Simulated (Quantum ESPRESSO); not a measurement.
# PbS (P-6m2) in Quantum ESPRESSO: a series of runs

Runs on PbS. Level: LDA. Tasks: single point, equation of state.

Everything below comes from runs of Quantum ESPRESSO 7.5. Logs are shortened: lines on timing, memory, paths and dates and some standing lists are left out, and cuts for length are marked.

## Step 1: The structure

Symmetry: P-6m2, No. 187, hexagonal system. Conventional cell: a = 4.090 Å, b = 4.090 Å, c = 3.788 Å, α = 90.00°, β = 90.00°, γ = 120.00°. Pb (site symmetry -6m2) has 6 S at 3.03 Å as nearest neighbours. S (site symmetry -6m2) has 6 Pb at 3.03 Å as nearest neighbours.

Measurements of this composition are mostly on another form, of space group No. 225.

## Step 2: Single point, LDA, 25.79 Å³/atom

File pw.in:

```
&CONTROL
  calculation = 'scf'
  prefix = 'pwscf'
  outdir = './tmp'
  pseudo_dir = './pseudo'
  tstress = .true.
  disk_io = 'nowf'
/
&SYSTEM
  ibrav = 0
  nat = 2
  ntyp = 2
  ecutwfc = 45
  ecutrho = 360
  nbnd = 16
  occupations = 'smearing'
  smearing = 'fd'
  degauss = 0.00367493
/
&ELECTRONS
  conv_thr = 4d-10
  electron_maxstep = 120
  mixing_beta = 0.5
/
ATOMIC_SPECIES
Pb   207.2000 pb_lda_v1.uspp.F.UPF
S     32.0600 s_lda_v1.4.uspp.F.UPF
CELL_PARAMETERS angstrom
   4.0062110427    0.0000000000    0.0000000000
  -2.0031055213    3.4694805360    0.0000000000
   0.0000000000    0.0000000000    3.7108357707
ATOMIC_POSITIONS crystal
Pb     0.0000000000    0.0000000000    0.0000000000
S      0.6666666667    0.3333333333    0.5000000000
K_POINTS automatic
8 8 7 0 0 0
```

Potentials or basis: GBRV 1.5 LDA.

On the command line:

```
$ OMP_NUM_THREADS=1 mpirun -n 2 pw.x -nk 2 -in pw.in > pw.out
```

pw.out:

```text
This program is part of the open-source Quantum ESPRESSO suite
     for quantum simulation of materials; please cite
[... 13 lines left out ...]
     --------------------
     sticks:   dense  smooth     PW     G-vecs:    dense   smooth      PW
     Sum        1417     703    211                40075    14075    2339

     Using Slab Decomposition

     bravais-lattice index     =            0
     lattice parameter (alat)  =       7.5706  a.u.
     unit-cell volume          =     348.0700 (a.u.)^3
     number of atoms/cell      =            2
     number of atomic types    =            2
     number of electrons       =        20.00
     number of Kohn-Sham states=           16
     kinetic-energy cutoff     =      45.0000  Ry
     charge density cutoff     =     360.0000  Ry
     scf convergence threshold =      4.0E-10
     mixing beta               =       0.5000
     number of iterations used =            8  plain     mixing
     Exchange-correlation=  SLA  PZ   NOGX NOGC
                           (   1   1   0   0   0   0   0)

     celldm(1)=   7.570642  celldm(2)=   0.000000  celldm(3)=   0.000000
     celldm(4)=   0.000000  celldm(5)=   0.000000  celldm(6)=   0.000000

     crystal axes: (cart. coord. in units of alat)
               a(1) = (   1.000000   0.000000   0.000000 )
               a(2) = (  -0.500000   0.866025   0.000000 )
               a(3) = (   0.000000   0.000000   0.926271 )

     reciprocal axes: (cart. coord. in units 2 pi/alat)
               b(1) = (  1.000000  0.577350 -0.000000 )
               b(2) = (  0.000000  1.154701  0.000000 )
               b(3) = (  0.000000 -0.000000  1.079598 )

     PseudoPot. # 1 for Pb read from file:
     pb_lda_v1.uspp.F.UPF
     Pseudo is Ultrasoft + core correction, Zval = 14.0
     Generated by new atomic code, or converted to UPF format
     Using radial grid of  899 points,  6 beta functions with:
                l(1) =   0
                l(2) =   0
                l(3) =   1
                l(4) =   1
                l(5) =   2
                l(6) =   2
     Q(r) pseudized with  6 coefficients,  rinner =    1.000   1.000   1.000
                                                       1.000   1.000

     PseudoPot. # 2 for S  read from file:
     s_lda_v1.4.uspp.F.UPF
     Pseudo is Ultrasoft + core correction, Zval =  6.0
     Generated by new atomic code, or converted to UPF format
     Using radial grid of  907 points,  6 beta functions with:
                l(1) =   0
                l(2) =   0
                l(3) =   1
                l(4) =   1
                l(5) =   2
                l(6) =   2
     Q(r) pseudized with  8 coefficients,  rinner =    1.300   1.300   1.300
                                                       1.300   1.300

     atomic species   valence    mass     pseudopotential
     Pb               14.00   207.20000     Pb( 1.00)
     S                 6.00    32.06000     S ( 1.00)

     12 Sym. Ops. (no inversion) found

   Cartesian axes

     site n.     atom                  positions (alat units)
         1        Pb     tau(   1) = (   0.0000000   0.0000000   0.0000000  )
         2        S      tau(   2) = (   0.5000000   0.2886751   0.4631353  )

     number of k points=    40  Fermi-Dirac smearing, width (Ry)=  0.0037
                       cart. coord. in units 2pi/alat
        k(    1) = (   0.0000000   0.0000000   0.0000000), wk =   0.0044643
        k(    2) = (   0.0000000   0.0000000   0.1542283), wk =   0.0089286
        k(    3) = (   0.0000000   0.0000000   0.3084566), wk =   0.0089286
        k(    4) = (   0.0000000   0.0000000   0.4626849), wk =   0.0089286
        k(    5) = (   0.0000000   0.1443376   0.0000000), wk =   0.0267857
        k(    6) = (   0.0000000   0.1443376   0.1542283), wk =   0.0535714
[... 32 lines left out ...]
        k(   39) = (   0.2500000   0.5773503   0.3084566), wk =   0.0535714
        k(   40) = (   0.2500000   0.5773503   0.4626849), wk =   0.0535714

     Dense  grid:    40075 G-vectors     FFT dimensions: (  45,  45,  45)

     Smooth grid:    14075 G-vectors     FFT dimensions: (  36,  36,  30)

     Check: negative core charge=   -0.000002

     Initial potential from superposition of free atoms

     starting charge      19.9982, renormalised to      20.0000

     negative rho (up, down):  1.612E-02 0.000E+00
     Starting wfcs are   13 randomized atomic wfcs +    3 random wfcs

     Self-consistent Calculation

     iteration #  1     ecut=    45.00 Ry     beta= 0.50
     Davidson diagonalization with overlap
     ethr =  1.00E-02,  avg # of iterations =  5.3

     Threshold (ethr) on eigenvalues was too large:
     Diagonalizing with lowered threshold

     Davidson diagonalization with overlap
     ethr =  6.52E-04,  avg # of iterations =  1.2

     negative rho (up, down):  1.527E-02 0.000E+00

     total energy              =    -188.13919250 Ry
     estimated scf accuracy    <       0.12871420 Ry

     iteration #  2     ecut=    45.00 Ry     beta= 0.50
     Davidson diagonalization with overlap
     ethr =  6.44E-04,  avg # of iterations =  2.3

     negative rho (up, down):  1.551E-02 0.000E+00

     total energy              =    -188.17408579 Ry
     estimated scf accuracy    <       0.02800530 Ry

     iteration #  3     ecut=    45.00 Ry     beta= 0.50
     Davidson diagonalization with overlap
     ethr =  1.40E-04,  avg # of iterations =  2.3

     negative rho (up, down):  1.543E-02 0.000E+00

     total energy              =    -188.17943102 Ry
     estimated scf accuracy    <       0.00101721 Ry

     iteration #  4     ecut=    45.00 Ry     beta= 0.50
     Davidson diagonalization with overlap
     c_bands:  2 eigenvalues not converged
     c_bands:  1 eigenvalues not converged
     c_bands:  2 eigenvalues not converged
     c_bands:  2 eigenvalues not converged
     c_bands:  1 eigenvalues not converged
     c_bands:  1 eigenvalues not converged
     ethr =  5.09E-06,  avg # of iterations = 11.5
[... 40 lines left out ...]
     negative rho (up, down):  1.564E-02 0.000E+00

     total energy              =    -188.17965252 Ry
     estimated scf accuracy    <          5.5E-09 Ry

     iteration #  8     ecut=    45.00 Ry     beta= 0.50
     Davidson diagonalization with overlap
     ethr =  2.76E-11,  avg # of iterations =  6.5

     negative rho (up, down):  1.564E-02 0.000E+00

     total energy              =    -188.17965253 Ry
     estimated scf accuracy    <          1.3E-09 Ry

     iteration #  9     ecut=    45.00 Ry     beta= 0.50
     Davidson diagonalization with overlap
     ethr =  6.37E-12,  avg # of iterations =  2.1

     negative rho (up, down):  1.564E-02 0.000E+00

     End of self-consistent calculation

          k = 0.0000 0.0000 0.0000 (  1731 PWs)   bands (ev):

    -8.4177  -8.3723  -8.3723  -8.2655  -8.2655  -5.1861   2.0269   6.0293
     6.5698   6.5698  11.8037  11.8037  13.4474  15.1769  15.3631  15.8115

          k = 0.0000 0.0000 0.1542 (  1755 PWs)   bands (ev):

    -8.3891  -8.3702  -8.3702  -8.2768  -8.2768  -5.0173   1.4476   6.3421
     6.6780   6.6780  11.9083  11.9083  13.1091  15.2859  15.5605  15.8422

          k = 0.0000 0.0000 0.3085 (  1743 PWs)   bands (ev):

    -8.3653  -8.3653  -8.3255  -8.3020  -8.3020  -4.5497   0.2410   6.9376
     6.9376   7.0831  11.4471  12.1421  12.1421  15.7415  16.2605  16.6918

          k = 0.0000 0.0000 0.4627 (  1749 PWs)   bands (ev):

    -8.3611  -8.3611  -8.3223  -8.3223  -8.2753  -4.0028  -0.7906   7.1666
     7.1666   8.1242   9.7187  12.3009  12.3009  15.7601  16.4104  16.4104

          k = 0.0000 0.1443 0.0000 (  1750 PWs)   bands (ev):

    -8.4126  -8.3778  -8.3604  -8.2719  -8.2669  -5.0480   1.7002   6.1610
     6.3615   6.6148  11.1542  12.1683  13.7170  14.6438  15.7532  16.6068

          k = 0.0000 0.1443 0.1542 (  1766 PWs)   bands (ev):

    -8.3850  -8.3738  -8.3585  -8.2856  -8.2784  -4.8807   1.2954   5.7460
     6.4901   7.2614  11.2123  12.1829  13.1377  14.9000  15.7553  16.7303
[... 31 lines left out ...]
          k = 0.0000 0.4330 0.0000 (  1784 PWs)   bands (ev):

    -8.4199  -8.3725  -8.3024  -8.3022  -8.2734  -4.1671   0.0263   5.5751
     6.5362   6.9262  10.3070  12.6965  13.6492  13.9441  15.7666  18.0238

          k = 0.0000 0.4330 0.1542 (  1781 PWs)   bands (ev):

    -8.4128  -8.3480  -8.3225  -8.3014  -8.2855  -4.0256   0.1357   5.3562
     5.7630   7.5047   9.7218  12.8107  13.0584  14.7679  15.7658  18.0780

          k = 0.0000 0.4330 0.3085 (  1780 PWs)   bands (ev):

    -8.4079  -8.3689  -8.3146  -8.2973  -8.2794  -3.6640   0.3500   4.2493
     6.2635   6.6062   9.7526  11.8082  12.8087  15.6599  15.7848  17.6547

          k = 0.0000 0.4330 0.4627 (  1768 PWs)   bands (ev):

    -8.4263  -8.3804  -8.3362  -8.2956  -8.2262  -3.3078   0.4021   4.0844
     5.1525   6.8060  10.6392  10.7749  11.8225  15.7656  16.0141  18.5725

          k = 0.0000-0.5774 0.0000 (  1778 PWs)   bands (ev):

    -8.4261  -8.3668  -8.3086  -8.2900  -8.2747  -3.8987  -0.3896   5.4408
     6.4746   7.1264  10.3603  12.3234  13.6314  13.8854  15.7675  19.3797

          k = 0.0000-0.5774 0.1542 (  1784 PWs)   bands (ev):

    -8.4200  -8.3444  -8.3269  -8.2907  -8.2857  -3.7727  -0.2117   5.4339
     5.6368   7.4128   9.4609  12.8769  13.1448  14.6661  15.7657  18.0693

          k = 0.0000-0.5774 0.3085 (  1786 PWs)   bands (ev):

    -8.4185  -8.3763  -8.3163  -8.2860  -8.2714  -3.4603   0.2636   4.2089
     6.1134   6.1639   9.5879  11.7209  12.8779  15.7631  16.1450  17.6314

          k = 0.0000-0.5774 0.4627 (  1774 PWs)   bands (ev):

    -8.4425  -8.3846  -8.3385  -8.2842  -8.2175  -3.1686   0.7515   3.7308
     4.5137   6.7493  10.5223  10.5874  11.7512  15.7679  16.6825  19.0329

          k = 0.1250 0.2165 0.0000 (  1762 PWs)   bands (ev):

    -8.4039  -8.3858  -8.3412  -8.2821  -8.2698  -4.7861   1.1499   5.8428
     6.4030   6.8607  10.6398  12.6110  13.8993  14.1121  15.7637  17.4647

          k = 0.1250 0.2165 0.1542 (  1761 PWs)   bands (ev):

    -8.3829  -8.3760  -8.3381  -8.2990  -8.2817  -4.6234   0.9748   5.4829
     6.0061   7.6961  10.7135  12.0345  13.3493  14.7583  15.7645  17.1038

          k = 0.1250 0.2165 0.3085 (  1766 PWs)   bands (ev):

    -8.3765  -8.3409  -8.3366  -8.3086  -8.3025  -4.1845   0.3724   5.0462
     6.4285   7.8215  10.7391  11.2560  12.7494  15.5086  15.7692  16.8808

          k = 0.1250 0.2165 0.4627 (  1773 PWs)   bands (ev):

    -8.3737  -8.3628  -8.3354  -8.3296  -8.2530  -3.7002  -0.3396   5.3572
     6.8305   7.0661  10.7790  10.9064  12.5797  15.1669  15.7608  16.9379

          k = 0.1250 0.3608 0.0000 (  1780 PWs)   bands (ev):

    -8.4039  -8.3823  -8.3169  -8.2959  -8.2745  -4.3345   0.3447   5.1528
     6.7940   7.1880  10.3441  12.9977  13.0414  14.3748  15.7660  17.2676

          k = 0.1250 0.3608 0.1542 (  1785 PWs)   bands (ev):
[... 54 lines left out ...]
          k = 0.2500 0.5774 0.0000 (  1790 PWs)   bands (ev):

    -8.3870  -8.3705  -8.3180  -8.3025  -8.2863  -3.7204  -0.4688   3.9832
     7.2645   8.3942  10.2857  12.1358  12.2301  15.6836  15.7747  17.4090

          k = 0.2500 0.5774 0.1542 (  1769 PWs)   bands (ev):

    -8.3845  -8.3450  -8.3231  -8.3133  -8.3005  -3.6056  -0.2741   4.2055
     6.2115   7.7171  10.7470  11.7121  12.4675  15.5864  15.7695  17.4157

          k = 0.2500 0.5774 0.3085 (  1774 PWs)   bands (ev):

    -8.4039  -8.3470  -8.3327  -8.3118  -8.2741  -3.3269   0.2794   4.6278
     5.0430   5.9610   9.6654  12.1238  13.2875  15.7628  15.8049  18.5445

          k = 0.2500 0.5774 0.4627 (  1775 PWs)   bands (ev):

    -8.4354  -8.3588  -8.3472  -8.3095  -8.2192  -3.0760   0.9679   3.9844
     4.4062   5.7850   8.2442  12.4295  14.0924  15.7654  15.9838  19.0686

     the Fermi energy is     8.2437 ev

!    total energy              =    -188.17965253 Ry
     estimated scf accuracy    <          9.9E-11 Ry
     smearing contrib. (-TS)   =      -0.00017530 Ry
     internal energy E=F+TS    =    -188.17947723 Ry

     The total energy is F=E-TS. E is the sum of the following terms:
     one-electron contribution =     -37.42503378 Ry
     hartree contribution      =      31.79119533 Ry
     xc contribution           =     -71.50509829 Ry
     ewald contribution        =    -111.04054048 Ry

     convergence has been achieved in   9 iterations

     Computing stress (Cartesian axis) and pressure

     negative rho (up, down):  1.564E-02 0.000E+00
          total   stress  (Ry/bohr**3)                   (kbar)     P=      -16.64
  -0.00012707   0.00000000   0.00000000          -18.69        0.00        0.00
   0.00000000  -0.00012707   0.00000000            0.00      -18.69        0.00
  -0.00000000   0.00000000  -0.00008529           -0.00        0.00      -12.55

=------------------------------------------------------------------------------=
   JOB DONE.
=------------------------------------------------------------------------------=
```

It took 13 s on 2 MPI ranks of Arm Neoverse V2, shared host; peak memory 0.26 GiB.

What came out:

| Item | Value |
| --- | --- |
| Free energy | -2560.3146 eV |
| Pressure | -1.7 GPa |
| Band gap on the k mesh | none (metal or under the smearing width) |

## Step 3: Single point, LDA, 26.34 Å³/atom

pw.in, as its differences from that of step 2:

```diff
@@ -28,5 +28,5 @@
 CELL_PARAMETERS angstrom
-   4.0062110427    0.0000000000    0.0000000000
-  -2.0031055213    3.4694805360    0.0000000000
-   0.0000000000    0.0000000000    3.7108357707
+   4.0344247261    0.0000000000    0.0000000000
+  -2.0172123630    3.4939143025    0.0000000000
+   0.0000000000    0.0000000000    3.7369692780
 ATOMIC_POSITIONS crystal
```

Potentials or basis: GBRV 1.5 LDA.

On the command line:

```
$ OMP_NUM_THREADS=1 mpirun -n 2 pw.x -nk 2 -in pw.in > pw.out
```

It took 13 s on 2 MPI ranks of Arm Neoverse V2, shared host; peak memory 0.26 GiB.

The run converged. Its results:

```
Free energy            : -2560.2997 eV
Pressure               : -2.8 GPa
Band gap on the k mesh : none (metal or under the smearing width)
```

## Step 4: Single point, LDA, 26.89 Å³/atom

pw.in, as its differences from that of step 3:

```diff
@@ -28,5 +28,5 @@
 CELL_PARAMETERS angstrom
-   4.0344247261    0.0000000000    0.0000000000
-  -2.0172123630    3.4939143025    0.0000000000
-   0.0000000000    0.0000000000    3.7369692780
+   4.0622492242    0.0000000000    0.0000000000
+  -2.0311246120    3.5180110247    0.0000000000
+   0.0000000000    0.0000000000    3.7627422943
 ATOMIC_POSITIONS crystal
```

On the command line:

```
$ OMP_NUM_THREADS=1 mpirun -n 2 pw.x -nk 2 -in pw.in > pw.out
```

Wall time 13 s (2 MPI ranks of Arm Neoverse V2, shared host); peak memory 0.26 GiB.

It converged, with:

```yaml
Free_energy: -2560.2781 eV
Pressure: -3.7 GPa
Band_gap_on_the_k_mesh: none (metal or under the smearing width)
```

## Step 5: Single point, LDA, 27.44 Å³/atom

pw.in, as its differences from that of step 4:

```diff
@@ -28,5 +28,5 @@
 CELL_PARAMETERS angstrom
-   4.0622492242    0.0000000000    0.0000000000
-  -2.0311246120    3.5180110247    0.0000000000
-   0.0000000000    0.0000000000    3.7627422943
+   4.0896976867    0.0000000000    0.0000000000
+  -2.0448488433    3.5417820905    0.0000000000
+   0.0000000000    0.0000000000    3.7881670000
 ATOMIC_POSITIONS crystal
```

On the command line:

```
$ OMP_NUM_THREADS=1 mpirun -n 2 pw.x -nk 2 -in pw.in > pw.out
```

Wall time 13 s (2 MPI ranks of Arm Neoverse V2, shared host); peak memory 0.26 GiB.

Results (log left out):

* Free energy: -2560.2503 eV
* Pressure: -4.5 GPa
* Band gap on the k mesh: 0.10 eV, indirect (least direct gap 1.56 eV)

Caveat: spin-orbit coupling is left out, which as a rule narrows the gap of such compounds by several tenths of an eV; an odd mesh through Γ misses points on the zone boundary, where band edges often lie.

## Step 6: Single point, LDA, 27.98 Å³/atom

pw.in, as its differences from that of step 5:

```diff
@@ -28,5 +28,5 @@
 CELL_PARAMETERS angstrom
-   4.0896976867    0.0000000000    0.0000000000
-  -2.0448488433    3.5417820905    0.0000000000
-   0.0000000000    0.0000000000    3.7881670000
+   4.1167825667    0.0000000000    0.0000000000
+  -2.0583912833    3.5652382846    0.0000000000
+   0.0000000000    0.0000000000    3.8132549298
 ATOMIC_POSITIONS crystal
```

Potentials or basis: GBRV 1.5 LDA.

On the command line:

```
$ OMP_NUM_THREADS=1 mpirun -n 2 pw.x -nk 2 -in pw.in > pw.out
```

Wall time 12 s (2 MPI ranks of Arm Neoverse V2, shared host); peak memory 0.26 GiB.

It converged, with:

```yaml
Free_energy: -2560.2171 eV
Pressure: -5.3 GPa
Band_gap_on_the_k_mesh: 0.18 eV, indirect (least direct gap 1.55 eV)
```

Caveat: spin-orbit coupling is left out, which as a rule narrows the gap of such compounds by several tenths of an eV; an odd mesh through Γ misses points on the zone boundary, where band edges often lie.

## Step 7: Single point, LDA, 28.53 Å³/atom

pw.in, as its differences from that of step 6:

```diff
@@ -28,5 +28,5 @@
 CELL_PARAMETERS angstrom
-   4.1167825667    0.0000000000    0.0000000000
-  -2.0583912833    3.5652382846    0.0000000000
-   0.0000000000    0.0000000000    3.8132549298
+   4.1435156701    0.0000000000    0.0000000000
+  -2.0717578350    3.5883898313    0.0000000000
+   0.0000000000    0.0000000000    3.8380170193
 ATOMIC_POSITIONS crystal
```

On the command line:

```
$ OMP_NUM_THREADS=1 mpirun -n 2 pw.x -nk 2 -in pw.in > pw.out
```

Wall time 14 s (2 MPI ranks of Arm Neoverse V2, shared host); peak memory 0.28 GiB.

Results (log left out):

- Free energy: -2560.1787 eV
- Pressure: -6.0 GPa
- Band gap on the k mesh: 0.25 eV, indirect (least direct gap 1.54 eV)

Caveat: spin-orbit coupling is left out, which as a rule narrows the gap of such compounds by several tenths of an eV; an odd mesh through Γ misses points on the zone boundary, where band edges often lie.

## Step 8: Single point, LDA, 29.08 Å³/atom

pw.in, as its differences from that of step 7:

```diff
@@ -28,5 +28,5 @@
 CELL_PARAMETERS angstrom
-   4.1435156701    0.0000000000    0.0000000000
-  -2.0717578350    3.5883898313    0.0000000000
-   0.0000000000    0.0000000000    3.8380170193
+   4.1699082012    0.0000000000    0.0000000000
+  -2.0849541005    3.6112464337    0.0000000000
+   0.0000000000    0.0000000000    3.8624636467
 ATOMIC_POSITIONS crystal
```

On the command line:

```
$ OMP_NUM_THREADS=1 mpirun -n 2 pw.x -nk 2 -in pw.in > pw.out
```

Run time: 16 s. Hardware: 2 MPI ranks of Arm Neoverse V2, shared host; peak memory 0.28 GiB.

It converged, with:

* Free energy: -2560.1358 eV
* Pressure: -6.6 GPa
* Band gap on the k mesh: 0.31 eV, indirect (least direct gap 1.53 eV)

Caveat: spin-orbit coupling is left out, which as a rule narrows the gap of such compounds by several tenths of an eV; an odd mesh through Γ misses points on the zone boundary, where band edges often lie.

## Step 9: Equation of state, LDA

Potentials or basis: GBRV 1.5 LDA.

No new run: the results of the series are fitted here.

Results:

| Item | Value |
| --- | --- |
| Equilibrium volume | 25.01 Å³/atom (rough: see the caveat) |
| Bulk modulus at fixed shape and positions | 57 GPa (rough) |

Energy against volume, from the lowest point:
| volume (Å³/atom) | energy (meV/atom) |
| --- | --- |
| 25.789 | 0.00 |
| 26.338 | 7.43 |
| 26.887 | 18.25 |
| 27.435 | 32.13 |
| 27.984 | 48.76 |
| 28.533 | 67.93 |
| 29.082 | 89.38 |

Caveat: the minimum lies outside the volumes run; the cell was scaled at fixed shape and fractional positions, which overstates the stiffness of a crystal with free parameters, most of all of layers and chains.
